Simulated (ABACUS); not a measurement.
Input of an ABACUS 3.10.1 run:

Contents of INPUT:

```
INPUT_PARAMETERS
suffix              ZrSe2
calculation         scf
basis_type          lcao
pseudo_dir          ./
orbital_dir         ./
symmetry            1
dft_functional      pbe
ecutwfc             100
pseudo_rcut         10
nspin               1
nbands              27
ks_solver           genelpa
smearing_method     fd
smearing_sigma      0.00367493
scf_thr             1e-07
scf_nmax            100
mixing_type         broyden
mixing_beta         0.7
cal_force           1
cal_stress          1
out_mul             1
```

Contents of STRU:

```
ATOMIC_SPECIES
Zr 91.2240 Zr.upf
Se 78.9710 Se.upf

NUMERICAL_ORBITAL
Zr_confined-atom_8au_4s3p3d1f.orb
Se_confined-atom_7au_3s3p3d1f.orb

LATTICE_CONSTANT
1.8897261246

LATTICE_VECTORS
3.7980000000 0.0000000000 0.0000000000
-1.8990000000 3.2891644836 0.0000000000
0.0000000000 0.0000000000 6.1920000000

ATOMIC_POSITIONS
Direct

Zr
0.0
1
0.0000000000 0.0000000000 0.0000000000 1 1 1

Se
0.0
2
0.6666666667 0.3333333333 0.7500000000 1 1 1
0.3333333333 0.6666666667 0.2500000000 1 1 1
```

File KPT:

```
K_POINTS
0
Gamma
8 8 5 0 0 0
```

Potentials or basis: PseudoDojo NC SR 0.4.1 PBE standard, TZDP LCAO (the cutoffs set its grid).

The run is started by

```bash
$ OMP_NUM_THREADS=1 mpirun -np 4 abacus > log
```

Predict the Mulliken charges.

Zr +0.59; Se -0.30 e.

What does it give for the pressure?

2.2 GPa.

Estimate the band gap on the k mesh.

0.40 eV, indirect (least direct gap 1.05 eV).

Predict the largest force.

0.347 eV/Å.

Forces on the atoms (eV/Å):
```
Zr   0.000  0.000  0.000
Se   0.000  0.000 -0.347
Se   0.000  0.000  0.347
```

Caveat: the atomic orbitals were generated for these runs and aren't a published set; an odd mesh through Γ misses points on the zone boundary, where band edges often lie; this functional lacks dispersion, which binds the layers, so the pressure and a relaxed spacing across them are unreliable; the basis of atomic orbitals isn't converged, which shifts pressures, moduli and gaps.

The gap isn't set beside the measured one, since this odd mesh misses points on the zone boundary.
